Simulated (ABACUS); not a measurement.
The system is W.

```xyz
1
Lattice="2.7407 0.0000 0.0000 -0.9136 2.5840 0.0000 -0.9136 -1.2920 2.2378" Properties=species:S:1:pos:R:3 pbc="T T T"
W     0.0000    0.0000    0.0000
```

A run of ABACUS 3.10.1 on this cell left the log below. Logs are shortened: lines on timing, memory, paths and dates and some standing lists are left out, and cuts for length are marked.

```text
ABACUS v3.10.1

               Atomic-orbital Based Ab-initio Computation at UStc

 ------------------------------------------------------------------------------------

 READING GENERAL INFORMATION
                           global_out_dir = OUT.W/
                           global_in_card = INPUT
                               pseudo_dir = ./
                              orbital_dir =
                                    DSIZE = 4
                                    GSIZE = 1

 READING UNITCELL INFORMATION
                                    ntype = 1
                  lattice constant (Bohr) = 1.88973
              lattice constant (Angstrom) = 1

 READING ATOM TYPE 1
                               atom label = W
                      L=0, number of zeta = 1
                      L=1, number of zeta = 1
                      L=2, number of zeta = 1
             number of atom for this type = 1

                        TOTAL ATOM NUMBER = 1
DIRECT COORDINATES
    atom                   x                   y                   z     mag                  vx                  vy                  vz
taud_W1            0.0000000000        0.0000000000        0.0000000000  0.0000        0.0000000000        0.0000000000        0.0000000000

                          Volume (Bohr^3) = 106.945
                             Volume (A^3) = 15.8476

 Lattice vectors: (Cartesian coordinate: in unit of a_0)
              +2.7407                  +0                  +0
            -0.913567            +2.58396                  +0
            -0.913567            -1.29198            +2.23777
 Reciprocal vectors: (Cartesian coordinate: in unit of 2 pi/a_0)
             +0.36487           +0.129001           +0.223436
                   -0           +0.387003           +0.223436
                   +0                  -0           +0.446873
 The esolver type has been set to : ksdft_pw

                PAO radial cut off (Bohr) = 10

[... 204 lines left out ...]
----------------------------------------------------------
     Energy           Rydberg                 eV
----------------------------------------------------------
 E_KohnSham     -151.7326908456      -2064.4291683727
 E_Harris       -152.8243545109      -2079.2820145197
 E_Fermi        1.7045419496         23.1914829948
----------------------------------------------------------
[... 51 lines left out ...]
 Density error is 1.59104017652e-09
                          Error Threshold = 1.53891500688e-10
----------------------------------------------------------
     Energy           Rydberg                 eV
----------------------------------------------------------
 E_KohnSham     -151.7386330842      -2064.5100166769
 E_KS(sigma->0) -151.7384710610      -2064.5078122372
 E_Harris       -151.7386375417      -2064.5100773234
 E_band         -6.0656074450        -82.5268230826
 E_one_elec     -15.2908605029       -208.0428301625
 E_Hartree      16.0260775262        218.0459709460
 E_xc           -33.2022284716       -451.7394935110
 E_Ewald        -119.2712975894      -1622.7692550699
 E_entropy(-TS) -0.0003240465        -0.0044088795
 E_descf        0.0000000000         0.0000000000
 E_exx          0.0000000000         0.0000000000
 E_Fermi        1.6725571976         22.7563081180
----------------------------------------------------------

 charge density convergence is achieved
 final etot is -2064.5100167 eV
 EFERMI = 22.756308118 eV

 STATE ENERGY(eV) AND OCCUPATIONS    NSPIN == 1
 1/12 kpoint (Cartesian) = 0.0000 0.0000 0.0000 (1157 pws)
       1       -51.6582     0.00200000
       2       -15.2030     0.00200000
       3       -15.2030     0.00200000
       4       -15.2030     0.00200000
       5        12.9581     0.00200000
       6        21.3699     0.00200000
[... 9 lines left out ...]
      16        52.0211        0.00000
[... 82 lines left out ...]
       4       -15.2102      0.0120000
       5        16.3309      0.0120000
       6        19.0348      0.0120000
[... 9 lines left out ...]
      16        49.9674        0.00000
      17        53.1945        0.00000

[... levels at 6 further k points ...]

------------------------------------------------------------------------------------------
 TOTAL-FORCE (eV/Angstrom)
------------------------------------------------------------------------------------------
                        W1         0.0000000000         0.0000000000         0.0000000000
------------------------------------------------------------------------------------------

----------------------------------------------------------------
 TOTAL-STRESS (KBAR)
----------------------------------------------------------------
        85.3880608787        -0.0000000077        -0.0000000134
        -0.0000000077        85.3880608730        -0.0000000153
        -0.0000000134        -0.0000000153        85.3880608521
----------------------------------------------------------------
 TOTAL-PRESSURE: 85.388061 KBAR

 --------------------------------------------
 !FINAL_ETOT_IS -2064.5100166769252610 eV
 --------------------------------------------
```

Task: Write the input and the command behind it.

Result: Single point with revPBE, no spin polarisation. The files as run (others can give the same):

run_abacus.py
```python
"""ABACUS run from a structure file: ASE reads it, the script writes STRU, KPT and INPUT."""
import re
import subprocess
from ase.io import read
from ase.units import Bohr

atoms = read("W.cif")
atoms = atoms[(-atoms.numbers).argsort(kind="stable")]  # ABACUS lists atoms element by element
pseudo = {'W': 'W.upf'}
orbital = {}
magmoms = None
kmesh = [10, 10, 10]
params = {
    'suffix': 'W',
    'calculation': 'scf',
    'basis_type': 'pw',
    'pseudo_dir': './',
    'symmetry': 1,
    'dft_functional': 'revpbe',
    'ecutwfc': 74,
    'pseudo_rcut': 10,
    'nspin': 1,
    'nbands': 17,
    'ks_solver': 'dav',
    'smearing_method': 'fd',
    'smearing_sigma': 0.00367493,
    'scf_thr': 1e-08,
    'scf_nmax': 100,
    'mixing_type': 'broyden',
    'mixing_beta': 0.7,
    'cal_force': 1,
    'cal_stress': 1,
    'out_chg': 1,
    'kpar': 4,
}

symbols = atoms.get_chemical_symbols()
elements = list(dict.fromkeys(symbols))
lines = ["ATOMIC_SPECIES"] + [f"{e} {atoms.get_masses()[symbols.index(e)]:.4f} {pseudo[e]}" for e in elements]
if orbital:
    lines += ["", "NUMERICAL_ORBITAL"] + [orbital[e] for e in elements]
lines += ["", "LATTICE_CONSTANT", f"{1 / Bohr:.10f}", "", "LATTICE_VECTORS"]
lines += [" ".join(f"{x:.10f}" for x in v) for v in atoms.cell]
lines += ["", "ATOMIC_POSITIONS", "Direct"]
for e in elements:
    lines += ["", e, "0.0", str(symbols.count(e))]
    for i, p in enumerate(atoms.get_scaled_positions(wrap=False)):
        if symbols[i] == e:
            mag = "" if magmoms is None else " mag " + " ".join(str(x) for x in (magmoms[i] if isinstance(magmoms[i], list) else [magmoms[i]]))
            lines.append(" ".join(f"{x:.10f}" for x in p) + " 1 1 1" + mag)
open("STRU", "w").write("\n".join(lines) + "\n")
open("KPT", "w").write("K_POINTS\n0\nGamma\n%d %d %d 0 0 0\n" % tuple(kmesh))
open("INPUT", "w").write("INPUT_PARAMETERS\n" + "".join(f"{k:<20s}{v}\n" for k, v in params.items()))

done = subprocess.run(['mpirun', '-np', '4', 'abacus'])
if done.returncode:
    raise SystemExit(done.returncode)
log = open("OUT.W/running_scf.log").read()
print("final energy (eV):", re.findall(r"FINAL_ETOT_IS (\S+)", log))
```

W.cif
```cif
data_W
_cell_length_a 2.74070194
_cell_length_b 2.74070194
_cell_length_c 2.74070194
_cell_angle_alpha 109.47122063
_cell_angle_beta 109.47122063
_cell_angle_gamma 109.47122063
_space_group_name_H-M_alt 'P1'
_space_group_name_Hall 'P 1'
_space_group_IT_number 1
loop_
_space_group_symop_operation_xyz
'x,y,z'
loop_
_atom_site_label
_atom_site_type_symbol
_atom_site_symmetry_multiplicity
_atom_site_Wyckoff_symbol
_atom_site_fract_x
_atom_site_fract_y
_atom_site_fract_z
_atom_site_occupancy
W1 W 1 a 0.0000000000 0.0000000000 0.0000000000 1
```

Potentials or basis: PseudoDojo NC SR 0.4.1 PBE standard, plane waves.
The run is started by
```console
$ OMP_NUM_THREADS=1 python run_abacus.py > log
```
